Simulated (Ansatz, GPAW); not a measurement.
This is a calculation of CoO for Ansatz 0.2.0. The cell is a database's computed one, not the measured one.

input.yaml

```yaml
crystal:
  lattice:
    - [1.5054695445, 0.8691832468, 2.4399269062]
    - [-1.5054695445, 0.8691832468, 2.4399269062]
    - [0.0, -1.7383664936, 2.4399269062]
  atoms:
    - { symbol: Co, position: [0.0, 0.0, 0.0], spin: 2.0 }
    - { symbol: O, position: [0.5, 0.5, 0.5] }
kpoints:
  mp_grid: { grid: [11, 11, 11] }
scf:
  occupations: { method: gaussian, width: 0.1 }
hamiltonian:
  xc: pbe
  pseudopotentials: { kind: all_electron, lapw: { basis_error: 0.001 } }
magnetization:
  spin_polarized: true
output:
  forces: true
  stress: true
  eigenvalues: true
```

Potentials or basis: all-electron LAPW, scalar-relativistic.

Command:

```sh
$ ansatz run input.yaml --threads 2 --pin off --max-ram 6144MiB --backend cpu --events-out ev --progress --plain --runs-dir out
```

**Question.** Set up the same calculation for GPAW 26.7.0 (ASE script). Potentials or basis there: GPAW PAW data sets (gpaw-data 1.2.1), cutoff 800 eV.

**Answer.** As run (cutoffs and basis follow the program's own potentials, and thresholds, step limits or extra output files can differ):

run.py

```python
from ase import Atoms
from ase.dft.bandgap import bandgap
from ase.io import write
from ase.units import GPa
from gpaw import GPAW, PW

atoms = Atoms(['Co', 'O'],
              cell=[[1.5054695445, 0.8691832468, 2.4399269062],
                    [-1.5054695445, 0.8691832468, 2.4399269062],
                    [0.0, -1.7383664936, 2.4399269062]],
              scaled_positions=[[0.0, 0.0, 0.0],
                                [0.5, 0.5, 0.5]],
              pbc=True)
atoms.set_initial_magnetic_moments([2.0, 0.0])

calc = GPAW(mode=PW(800),
            xc='PBE',
            kpts={'size': (11, 11, 11), 'gamma': True},
            occupations={'name': 'methfessel-paxton', 'order': 0, 'width': 0.1},
            nbands=17,
            convergence={'density': 1e-05, 'energy': 1e-05},
            maxiter=150,
            txt='gpaw.txt')
atoms.calc = calc
energy = atoms.get_potential_energy()
forces = atoms.get_forces()
stress = atoms.get_stress()
calc.write('gs.gpw')
write('result.traj', atoms)
print(f'Energy: {energy:.6f} eV')
print('Forces (eV/A):')
print(forces.round(4))
print('Stress (GPa):', (stress / GPa).round(3))
print('Moments:', calc.get_magnetic_moments().round(3))
print('Fermi level:', round(calc.get_fermi_level(), 4), 'eV')
print(f'Gap: {bandgap(calc)[0]:.4f} eV, direct: {bandgap(calc, direct=True)[0]:.4f} eV')
```

Potentials or basis: GPAW PAW data sets (gpaw-data 1.2.1), pw.

The run is started by

```bash
$ OMP_NUM_THREADS=1 python run.py
```

Both were run:

|  | Ansatz | GPAW |
| --- | --- | --- |
| Pressure | -0.1 GPa | 0.5 GPa |
| Net moment | 2.91 μB per cell | 2.91 μB per cell |

Where Ansatz's input types no cutoff or centring, it takes its own default and a Γ-centred mesh.

The magnetic state is the one that the start led to; the real crystal's order can differ.

Pressure is positive in compression.
